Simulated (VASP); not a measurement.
**VASP 6.6.1 run: CO2**

INCAR

```
METAGGA = RSCAN
NSW = 0
LREAL = .FALSE.
NBANDS = 25
SIGMA = 0.02
NELM = 73
ISMEAR = -1
ISIF = 2
EDIFF = 1E-7
IBRION = -1
LCHARG = .FALSE.
LASPH = .TRUE.
PREC = Accurate
ENCUT = 520
LWAVE = .FALSE.
```

KPOINTS

```
KPOINTS created by Atomic Simulation Environment
0
Gamma
8 8 8
0 0 0
```

POSCAR

```
C  O
 1.0000000000000000
     4.2072315545999999    0.0000000000000000    0.0000000000000000
     0.0000000000000000    4.2072315545999999    0.0000000000000000
     0.0000000000000000    0.0000000000000000    4.6212335210999997
 C   O
   2   4
Cartesian
  2.1036157772999999  2.1036157772999999  2.3106167605499999
  0.0000000000000000 -0.0000000000000000  0.0000000000000000
  1.2829619797998215  2.9242695748001784  2.3106167605499999
  2.9242695748001784  1.2829619797998215  2.3106167605499999
  0.8206537975001785  0.8206537975001785  0.0000000000000000
  3.3865777570998215  3.3865777570998215  0.0000000000000000
```

The recommended PBE PAW datasets give the neutral cell 32 valence electrons.

Command

```
mpirun -np 1 vasp_std
```

How does this run end, and what does it give?

It converged. Results: gap between bands v and c on the k mesh 7.21 eV; least direct gap on the k mesh 7.70 eV; pressure 1.7 GPa; largest force 0.49 eV/Å. Band v is the last that the valence electrons fill when counted band by band, and c is the next.

OSZICAR

```
N       E                     dE             d eps       ncg     rms          rms(c)
DAV:   1     0.151447194089E+03    0.15145E+03   -0.17122E+04  3750   0.119E+03
DAV:   2    -0.580229858442E+02   -0.20947E+03   -0.19949E+03  5129   0.278E+02
DAV:   3    -0.683924359753E+02   -0.10369E+02   -0.10315E+02  4421   0.626E+01
DAV:   4    -0.684716603421E+02   -0.79224E-01   -0.79169E-01  4672   0.634E+00
DAV:   5    -0.684725321158E+02   -0.87177E-03   -0.87163E-03  4711   0.650E-01    0.130E+01
DAV:   6    -0.548677873020E+02    0.13605E+02   -0.40325E+00  4312   0.154E+01    0.670E+00
DAV:   7    -0.547925224543E+02    0.75265E-01   -0.64774E-01  4669   0.530E+00    0.355E+00
DAV:   8    -0.548019653840E+02   -0.94429E-02   -0.12998E-01  4689   0.279E+00    0.794E-01
DAV:   9    -0.548007000710E+02    0.12653E-02   -0.23754E-02  4570   0.116E+00    0.238E-01
DAV:  10    -0.548016004215E+02   -0.90035E-03   -0.49080E-03  4475   0.476E-01    0.850E-02
DAV:  11    -0.548018003878E+02   -0.19997E-03   -0.20821E-04  4192   0.130E-01    0.438E-02
DAV:  12    -0.548018597675E+02   -0.59380E-04   -0.54337E-05  4593   0.572E-02    0.641E-03
DAV:  13    -0.548018608627E+02   -0.10952E-05   -0.38461E-06  4613   0.159E-02    0.380E-03
DAV:  14    -0.548018610228E+02   -0.16009E-06   -0.10496E-06  4559   0.775E-03    0.107E-03
DAV:  15    -0.548018610280E+02   -0.52291E-08   -0.79803E-08  3486   0.210E-03
   1 F= -.54801861E+02 E0= -.54801861E+02  d E =-.429691E-12
```

For comparison, a separate PBE run of the intended cell, on usual settings and not on those above, gives a gap of 6.66 eV on its mesh and a pressure of 6.4 GPa.
